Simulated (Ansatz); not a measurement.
# Changed inputs in constrained RPA: CuF3 (honeycomb trihalide sheet)

What does U in CuF3 (honeycomb trihalide sheet) depend on besides the window?

Calculated with Ansatz 0.2.0; constrained RPA on PBEsol, plane waves, PAW.

### 1. Starting point

The cell holds 8 atoms: 2 Cu and 6 F. Its edges and angles: a = 5.159 Å, b = 5.159 Å, c = 28.291 Å, α = 90.0°, β = 90.0°, γ = 120.0°. Vacuum lies along c.

The structure was relaxed with PBEsol. The structure was generated from a model, not taken from a measurement. The runs that relaxed it are not among those shown. The program's search for lower electronic states was switched off, so nothing shows that the state found is the lowest. The default PAW set here is soft_2. Its files were made with PBE. The Coulomb interaction is cut off across the vacuum.

### 2. Base: Cu eg, bands v2 to c2, 6×6×1 mesh, medium accuracy

Constrained RPA screens the interaction with every transition except those inside the target bands, which a later many-body model would treat itself.

The input, input.yaml:

```yaml
crystal:
  lattice:
    - [-2.10606446, -2.10606446, 4.21212892]
    - [4.21212892, -2.10606446, -2.10606446]
    - [16.33393194, 16.33393194, 16.33393194]
  atoms:
    - { symbol: Cu, position: [0.3333333333, 0.6666666667, 0.3224606945] }
    - { symbol: Cu, position: [0.6666666667, 0.3333333333, 0.3224606945] }
    - { symbol: F, position: [0.3745621779, 0.0, 0.3573881492] }
    - { symbol: F, position: [0.0, 0.3745621779, 0.3573881492] }
    - { symbol: F, position: [0.6254378221, 0.6254378221, 0.3573881492] }
    - { symbol: F, position: [0.6254378221, 0.0, 0.2875332397] }
    - { symbol: F, position: [0.0, 0.6254378221, 0.2875332397] }
    - { symbol: F, position: [0.3745621779, 0.3745621779, 0.2875332397] }
  periodic: [true, true, false]
kpoints:
  mp_grid: { grid: [6, 6, 1] }
hamiltonian:
  xc: pbesol
scf:
  occupations: { method: gaussian, width: 0.08 }
  n_extra_bands: 24
  max_iter: 150
  lower_state_search: "off"
output:
  crpa:
    kmesh: [6, 6, 1]
    target_bands: [v2, c2]
    projections: [{ species: Cu, l: d, shell: 3, orbitals: [dz2, dx2-y2] }]
  local_orbitals:
    kmesh: [12, 12, 1]
    orbitals: [{ species: Cu, l: d, shell: 3, orbitals: [dz2, dx2-y2] }]
    window: { bands: [v2, c2] }
    seedname: lo
```

Launch:

```bash
> ansatz run input.yaml --threads 8 --pin off --max-ram 14745MiB --backend cpu --events-out ev --progress --plain --runs-dir out
```

Numbers of over 12 decimals in the logs are rounded to 6 here.

Output:

```text
scf.n_extra_bands = 24 over 40 filled bands (N_el = 80.0): the run solves 64 bands
Engine: ansatz 0.2.0, aarch64-unknown-linux-gnu
Pseudopotentials: kind: paw
Pseudopotential: Cu, paw, valence charge 19, recommended cutoff 420 eV (normal), Cu.paw.azcp
Pseudopotential: F, paw, valence charge 7, recommended cutoff 420 eV (normal), F.paw.azcp
Functional definition: PBEsol
  exchange = pbesol_x
  correlation = pbesol_c
Crystal: 8 atoms, lattice volume = 652.044 Å³
Basis set: ecut = 420 eV, 12773 PW (Γ)
Bands: 64, of which v1, the nominal top of the filled ones, is band 40 counted from 1 (39 counted from 0)
Symmetry: 12 space group operations
Space group: P-31m (ITA 162), of the structure as read, at distance tolerance 8.7e-5 Å
k-points: 7 of 36
Non-local potential: Cu, projectors of the file, l = 0: 3, l = 1: 2, l = 2: 3, l = 3: 1
Non-local potential: F, projectors of the file, l = 0: 2, l = 1: 2, l = 2: 1
PAW form: soft (Blöchl's): semilocal exchange-correlation on the pseudo side does not see the compensation charge
PAW frozen core: Cu, regenerated for the run's functional, and the local potential with it (the file was generated under x = pbe(κ = 0.804, μ = 0.219515), c = pbe(β = 0.066725))
PAW frozen core: F, regenerated for the run's functional, and the local potential with it (the file was generated under x = pbe(κ = 0.804, μ = 0.219515), c = pbe(β = 0.066725))
PAW one-centre angular grid: Cu, 590 points (default); XC on 64 Gauss nodes
PAW one-centre angular grid: F, 110 points (default); XC on 64 Gauss nodes
Initial density: superposition of atomic densities (neutral atoms: chi_scale 0, normalization atom), corrected by the library's trained network
Initial wavefunctions: pseudopotential atomic-orbital guess
Functional: x = pbesol(κ = 0.804, μ = 0.123457), c = pbesol(β = 0.046)
SCF iter   1: F=—  HF=-17973.182553 eV  |F-HF|=—  |Δ(HF+E_count)|=         —  Δρ=9.07e-3  dr2=1.82e-1  ethr=1.77e-3  ⟨swp⟩=7.6  Hψ=2304  notcnv=0  defer=87
preconditioner: auto → LDOS  [insulator: Δε(μ)=0.122 eV  Ē_g=17.238 eV  σ=0.080 eV  W_gap=0.59  n_scr=82 (ndim 8)  ℏωp=11.6 eV  f_vac=0.838  D(μ)=4.32/eV (n_scr^D=8)  ε∞_Penn≈1.5  β→1.0]
SCF iter   2: F=—  HF=-17973.177044 eV  |F-HF|=—  |Δ(HF+E_count)|=   5.51e-3  Δρ=6.46e-3  dr2=1.25e-1  ethr=2.28e-4  ⟨swp⟩=3.0  Hψ=944  notcnv=0  defer=112
SCF iter   3: F=—  HF=-17973.125818 eV  |F-HF|=—  |Δ(HF+E_count)|=   5.12e-2  Δρ=2.41e-3  dr2=2.37e-2  ethr=1.56e-4  ⟨swp⟩=2.9  Hψ=712  notcnv=0  defer=112
SCF iter   4: F=—  HF=-17973.121275 eV  |F-HF|=—  |Δ(HF+E_count)|=   4.54e-3  Δρ=1.60e-3  dr2=1.13e-2  ethr=2.97e-5  ⟨swp⟩=2.0  Hψ=574  notcnv=0  defer=112
SCF iter   5: F=—  HF=-17973.119423 eV  |F-HF|=—  |Δ(HF+E_count)|=   1.85e-3  Δρ=8.49e-4  dr2=3.61e-3  ethr=1.41e-5  ⟨swp⟩=1.9  Hψ=461  notcnv=0  defer=112
[...]
cRPA screening: q 2/36
cRPA screening: q 6/36 (q-point 3)
cRPA screening: q 10/36 (q-point 4)
cRPA screening: q 12/36 (q-point 8)
cRPA screening: q 14/36 (q-point 9)
cRPA screening: q 18/36 (q-point 10)
cRPA screening: q 22/36 (q-point 11)
cRPA screening: q 26/36 (q-point 12)
cRPA screening: q 28/36 (q-point 15)
cRPA screening: q 30/36 (q-point 16)
cRPA screening: q 34/36 (q-point 17)
cRPA screening: q 36/36 (q-point 22)
SCF converged after 8 iterations
Free energy (F): -17973.120991 eV
Harris-Foulkes:  -17973.120991 eV  (|F-HF|=1.07e-8)
Internal energy: -17973.101196 eV  (E = F + TS)
E sigma→0 (E₀):  -17973.111093 eV
Entropy (-TS):   -0.019796 eV (-2.474 meV/atom)
Fermi energy:    -8.800557 eV
--- Per-component energies (eV) ---
  E_band       = -2414.220364
  E_kinetic    = 1813.917901
  E_local      = -168998.372574  (includes V_loc(G=0)·N_el)
  E_nonlocal   = 1202.485664
  E_hartree    = 82817.872023
  E_xc         = -642.997543
  E_vxc        = -830.068423  (∫ρ·V_xc dr)
  E_paw        = -4384.431375  (= ΣΔE_a)
  E_vpaw       = -1237.890041  (= ΣTr[D̂ρ^β])
  E_aug_tail   = 0.012419  (compensation charges beyond the density's cutoff)
  E_ewald      = 70217.745229
  E_core_change = 0.667060  (= ΣΔE_core)
  E_smearing   = -0.019796  (= −TS)
  E_closure    = 0.000000  (closes the sum)
  Σ components = -17973.120991   (vs F -17973.120991, Δ=0.00e0)
--- Band table (eV; the first three rows and the last of 7) ---
  k-point 0: bands = [... 36 lower, -10.0913, -10.0913, -8.8913, -8.8913, -8.4815, -8.4815, -2.1527, -0.4844, ... 20 higher]
  k-point 1: bands = [... 36 lower, -10.0014, -9.9892, -8.9057, -8.8980, -8.5489, -8.4746, -1.8376, -0.2708, ... 20 higher]
  k-point 2: bands = [... 36 lower, -9.9761, -9.8530, -8.9440, -8.9324, -8.6326, -8.4665, -0.9965, 0.3506, ... 20 higher]
  k-point 6: bands = [... 36 lower, -10.0290, -9.9068, -9.0189, -8.8224, -8.8224, -8.3720, 0.5925, 0.5925, ... 20 higher]
  the weakly bound empty levels are not read free of the cell's end (no_gap_told)
--- cRPA (band scheme, projected local orbitals): target bands 39..42 (1-based), 4 Wannier function(s), 6×6×1 mesh, 84 bands' worth read of 89 solved, ecut_chi 136.0 eV, v(q+G=0) probe_charge, pair densities all_electron ---
  χ-basis size per q: N_G = 2317..2397
  window electrons = 4.0000, filled by tetrahedron_uncorrected; constrained ε̄⁻¹(q = 0, 0) head = 0.768880; min gauge Gram eig = 0.3881
  Kanamori averages over each shell's own Wannier functions (sites counted from 0, functions from 1):
  Each shell's averages of U are screened by what lies outside the whole window alone: parameters of one model of all the shells.
    Site 0, 3D, 2 of 5 d orbitals (Wannier functions 1, 2; wannier90's mr 1, 4):
      screened: U = 4.3317 eV, U' = 3.4968 eV, J = 0.4175 eV
      screened, to within: U = 9.9e-3 eV, U' = 9.9e-3 eV, J = 5.6e-4 eV
      bare: V = 14.2654 eV, V' = 12.6748 eV, J = 0.7953 eV
    Site 1, 3D, 2 of 5 d orbitals (Wannier functions 3, 4; wannier90's mr 1, 4):
      screened: U = 4.3317 eV, U' = 3.4968 eV, J = 0.4175 eV
      screened, to within: U = 9.9e-3 eV, U' = 9.9e-3 eV, J = 5.6e-4 eV
      bare: V = 14.2654 eV, V' = 12.6748 eV, J = 0.7953 eV
  Hermiticity witness max|P − P†| over intra, direct and exchange elements: 7.11e-15 eV (screened), 1.78e-15 eV (bare)
  Reality witness max|Im| over intra, direct and exchange elements: 1.29e-16 eV (screened), 2.33e-16 eV (bare)
```

It took 9.2 min on 8 threads of Arm Neoverse V1, shared host; peak memory 5.7 GiB.

In the SCF lines HF is the Harris–Foulkes energy and dr2 the Hartree energy of the density residual, in eV; the loop may stop once dr2 is under the threshold and the program's other checks hold. Hψ counts applications of the Hamiltonian.

Numbers from this step:

```
U                                                 : 4.332 eV
U prime (inter-orbital)                           : 3.497 eV
J                                                 : 0.4175 eV
bare V                                            : 14.27 eV
bare J                                            : 0.7953 eV
stated bound on U                                 : 0.009851 eV
U over bare V                                     : 0.3037
electrons in the window                           : 4.000
head of the constrained inverse dielectric matrix : 0.7689
least eigenvalue of the projection's overlap      : 0.3881
target functions                                  : 4
bands in the sums                                 : 84
r.m.s. miss of the model bands                    : 1.31e-5 eV
width of the target bands                         : 0.6469 eV
weight of the projected orbitals in the window    : 0.4555
```

On the Cu eg shell, screening brings the on-site interaction from 14.3 eV down to U = 4.33 eV.

### 3. Changed: 3×3×1 mesh

Edit input.yaml of step 2 so:

```diff
@@ -26,9 +26,4 @@
   crpa:
-    kmesh: [6, 6, 1]
+    kmesh: [3, 3, 1]
     target_bands: [v2, c2]
     projections: [{ species: Cu, l: d, shell: 3, orbitals: [dz2, dx2-y2] }]
-  local_orbitals:
-    kmesh: [12, 12, 1]
-    orbitals: [{ species: Cu, l: d, shell: 3, orbitals: [dz2, dx2-y2] }]
-    window: { bands: [v2, c2] }
-    seedname: lo
```

Output:

```text
[...]
Crystal: 8 atoms, lattice volume = 652.044 Å³
Basis set: ecut = 420 eV, 12773 PW (Γ)
Bands: 64, of which v1, the nominal top of the filled ones, is band 40 counted from 1 (39 counted from 0)
Symmetry: 12 space group operations
[...]
k-points: 7 of 36
[...]
SCF iter   1: F=—  HF=-17973.182553 eV  |F-HF|=—  |Δ(HF+E_count)|=         —  Δρ=9.07e-3  dr2=1.82e-1  ethr=1.77e-3  ⟨swp⟩=7.6  Hψ=2304  notcnv=0  defer=87
[...]
SCF iter   8: F=-17973.120991 eV  HF=-17973.120991 eV  |F-HF|=1.07e-8  |Δ(HF+E_count)|=   2.17e-5  Δρ=5.27e-6  dr2=8.04e-8  ethr=1.25e-10  ⟨swp⟩=30.1  Hψ=4434  notcnv=0
SCF 1 converged in 8 iterations: F = -17973.120991 eV  dr2 = 8.04e-8
[...]
NSCF: frozen V_eff on 3 k-points
[...]
cRPA screening: q 1/9
cRPA screening: q 2/9
cRPA screening: q 6/9 (q-point 5)
cRPA screening: q 8/9 (q-point 6)
SCF converged after 8 iterations
[...]
k-point 1: bands = [... 36 lower, -10.0014, -9.9892, -8.9057, -8.8980, -8.5489, -8.4746, -1.8376, -0.2708, ... 20 higher]
  k-point 2: bands = [... 36 lower, -9.9761, -9.8530, -8.9440, -8.9324, -8.6326, -8.4665, -0.9965, 0.3506, ... 20 higher]
  k-point 6: bands = [... 36 lower, -10.0290, -9.9068, -9.0189, -8.8224, -8.8224, -8.3720, 0.5925, 0.5925, ... 20 higher]
  the weakly bound empty levels are not read free of the cell's end (no_gap_told)
[...]
χ-basis size per q: N_G = 2344..2397
[...]
Site 0, 3D, 2 of 5 d orbitals (Wannier functions 1, 2; wannier90's mr 1, 4):
      screened: U = 4.3659 eV, U' = 3.5321 eV, J = 0.4169 eV
      screened, to within: U = 1.2e-2 eV, U' = 1.2e-2 eV, J = 6.7e-4 eV
      bare: V = 14.3020 eV, V' = 12.7119 eV, J = 0.7950 eV
    Site 1, 3D, 2 of 5 d orbitals (Wannier functions 3, 4; wannier90's mr 1, 4):
      screened: U = 4.3659 eV, U' = 3.5321 eV, J = 0.4169 eV
      screened, to within: U = 1.2e-2 eV, U' = 1.2e-2 eV, J = 6.7e-4 eV
      bare: V = 14.3020 eV, V' = 12.7119 eV, J = 0.7950 eV
[...]
[key lines of the parts left out:]
Free energy (F): -17973.120991 eV
Fermi energy:    -8.800557 eV
```

It took 1.9 min on 8 threads; peak memory 4.5 GiB; 14 min of CPU time.

Numbers from this step:

| Item | Value |
| --- | --- |
| U | 4.366 eV |
| U prime (inter-orbital) | 3.532 eV |
| J | 0.4169 eV |
| bare V | 14.30 eV |
| bare J | 0.7950 eV |
| stated bound on U | 0.01113 eV |
| U over bare V | 0.3053 |
| electrons in the window | 4.000 |
| head of the constrained inverse dielectric matrix | 0.7384 |
| least eigenvalue of the projection's overlap | 0.3881 |
| target functions | 4 |
| bands in the sums | 84 |
| width of the target bands | 0.6469 eV |
| weight of the projected orbitals in the window | 0.4555 |

On the Cu eg shell, screening brings the on-site interaction from 14.3 eV down to U = 4.37 eV.

### 4. Changed: sums over states

Edit input.yaml of step 3 so:

```diff
@@ -26,4 +26,7 @@
   crpa:
-    kmesh: [3, 3, 1]
+    kmesh: [6, 6, 1]
     target_bands: [v2, c2]
     projections: [{ species: Cu, l: d, shell: 3, orbitals: [dz2, dx2-y2] }]
+    accuracy: sum_over_states
+    n_empty_bands: 80
+    ecut_chi: 250
```

Output:

```text
[...]
Crystal: 8 atoms, lattice volume = 652.044 Å³
Basis set: ecut = 420 eV, 12773 PW (Γ)
Bands: 64, of which v1, the nominal top of the filled ones, is band 40 counted from 1 (39 counted from 0)
Symmetry: 12 space group operations
[...]
k-points: 7 of 36
[...]
Site 0, 3D, 2 of 5 d orbitals (Wannier functions 1, 2; wannier90's mr 1, 4):
      screened: U = 4.5697 eV, U' = 3.6330 eV, J = 0.4684 eV
      bare: V = 14.2654 eV, V' = 12.6748 eV, J = 0.7953 eV
    Site 1, 3D, 2 of 5 d orbitals (Wannier functions 3, 4; wannier90's mr 1, 4):
      screened: U = 4.5697 eV, U' = 3.6330 eV, J = 0.4684 eV
      bare: V = 14.2654 eV, V' = 12.6748 eV, J = 0.7953 eV
[...]
[key lines of the parts left out:]
SCF converged after 8 iterations
Free energy (F): -17973.120991 eV
Fermi energy:    -8.800557 eV
```

It took 6 min on 8 threads; peak memory 3.5 GiB; 46 min of CPU time.

This variant gives U = 4.57 eV against 4.33 eV. It is a finite sum over empty states with no bound on its error and stays out of the table below.

### 5. Changed: accuracy high

Edit input.yaml of step 4 so:

```diff
@@ -29,4 +29,2 @@
     projections: [{ species: Cu, l: d, shell: 3, orbitals: [dz2, dx2-y2] }]
-    accuracy: sum_over_states
-    n_empty_bands: 80
-    ecut_chi: 250
+    accuracy: high
```

Output:

```text
[...]
Crystal: 8 atoms, lattice volume = 652.044 Å³
Basis set: ecut = 420 eV, 12773 PW (Γ)
Bands: 64, of which v1, the nominal top of the filled ones, is band 40 counted from 1 (39 counted from 0)
Symmetry: 12 space group operations
[...]
k-points: 7 of 36
[...]
screened: U = 4.3329 eV, U' = 3.4978 eV, J = 0.4175 eV
      screened, to within: U = 1.4e-3 eV, U' = 1.4e-3 eV, J = 5.7e-5 eV
      bare: V = 14.2654 eV, V' = 12.6748 eV, J = 0.7953 eV
    Site 1, 3D, 2 of 5 d orbitals (Wannier functions 3, 4; wannier90's mr 1, 4):
      screened: U = 4.3329 eV, U' = 3.4978 eV, J = 0.4175 eV
      screened, to within: U = 1.4e-3 eV, U' = 1.4e-3 eV, J = 5.7e-5 eV
      bare: V = 14.2654 eV, V' = 12.6748 eV, J = 0.7953 eV
[...]
[key lines of the parts left out:]
SCF converged after 8 iterations
Free energy (F): -17973.120991 eV
Fermi energy:    -8.800557 eV
```

Wall time 13 min (8 threads); peak memory 6.2 GiB; 1.6 h of CPU time.

Numbers from this step:

```
U                                                 : 4.333 eV
U prime (inter-orbital)                           : 3.498 eV
J                                                 : 0.4175 eV
bare V                                            : 14.27 eV
bare J                                            : 0.7953 eV
stated bound on U                                 : 0.001392 eV
U over bare V                                     : 0.3037
electrons in the window                           : 4.000
head of the constrained inverse dielectric matrix : 0.7689
least eigenvalue of the projection's overlap      : 0.3881
target functions                                  : 4
bands in the sums                                 : 84
width of the target bands                         : 0.6469 eV
weight of the projected orbitals in the window    : 0.4555
```

On the Cu eg shell, screening brings the on-site interaction from 14.3 eV down to U = 4.33 eV.

### 6. Side by side

Times are wall times on 8 threads of Arm Neoverse V1, shared host, good to a factor of about two.

```
          run  bare V (eV)  U (eV)  J (eV)  bound on U (eV)  width (eV)     time
target window        14.27   4.332   0.417           0.0099        0.65  9.2 min
   3×3×1 mesh        14.30   4.366   0.417           0.0111        0.65  1.9 min
accuracy high        14.27   4.333   0.418           0.0014        0.65   13 min
```

### 7. Outcome

| Item | Value |
| --- | --- |
| target window | U 4.33 eV, J 0.42 eV |
| 3×3×1 mesh | U 4.37 eV, J 0.42 eV |
| accuracy high | U 4.33 eV, J 0.42 eV |

In words: 3×3×1 mesh moves U by +0.03 eV at 0.20 times the time. Accuracy high moves U by +0.001 eV (within the solver's bounds, for the mean over orbitals). The printed bound covers the solver alone, not the mesh, and no denser mesh than the base was run. The parent state is non-magnetic and the interaction static (zero frequency); U depends on the window and the orbitals, so it belongs to this model alone.

[Paths, hosts, dates, memory and timing lines, banners, echoed tables and standing remarks are left out of the program output.]

[Logs are printed without paths, hosts, clocks, repeated set-up lines and the standing remarks that a program may print on its own settings, such as how far it seeks lower states.]

[Runs of the session that timed out or met a known fault of the program may be left out.]

[Hosts, paths, dates, database ids (printed as entryN), source tags and the programs' standing remarks are cut or masked in the printed files.]
